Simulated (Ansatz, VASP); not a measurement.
# One calculation of Si3N4, two programs

```xyz
7
Lattice="4.1308 0.0000 0.0000 0.0000 4.1308 0.0000 0.0000 0.0000 4.1308" Properties=species:S:1:pos:R:3 pbc="T T T"
Si    0.0000    0.0000    2.0654
Si    2.0654    0.0000    0.0000
Si    0.0000    2.0654    0.0000
N     0.9894    0.9894    3.1414
N     3.1414    3.1414    3.1414
N     0.9894    3.1414    0.9894
N     3.1414    0.9894    0.9894
```

Alike in both runs: task relaxation of cell and atoms; functional PBE; k mesh 6 × 6 × 6; occupations gaussian, width 0.02 eV; no spin polarisation.

```csv
,VASP,Ansatz
version,VASP 6.6.1,Ansatz 0.2.0
potentials or method,"VASP PAW PBE potentials, release 64 (Si, N)","scalar-relativistic, plane waves, PAW"
plane-wave cutoff (eV),600,420
valence electrons in the cell,32,32
```

```csv
,VASP,Ansatz,Ansatz less VASP
"gap on the k mesh at the Fermi level, each at its own relaxed structure (eV)",2.72,2.73,+0.007
relaxed volume (Å³/atom),10.06,10.07,+0.013
relaxed cell length with the largest relative difference (Å),4.129,4.131,+0.0018
```

A k mesh can miss the band edges.
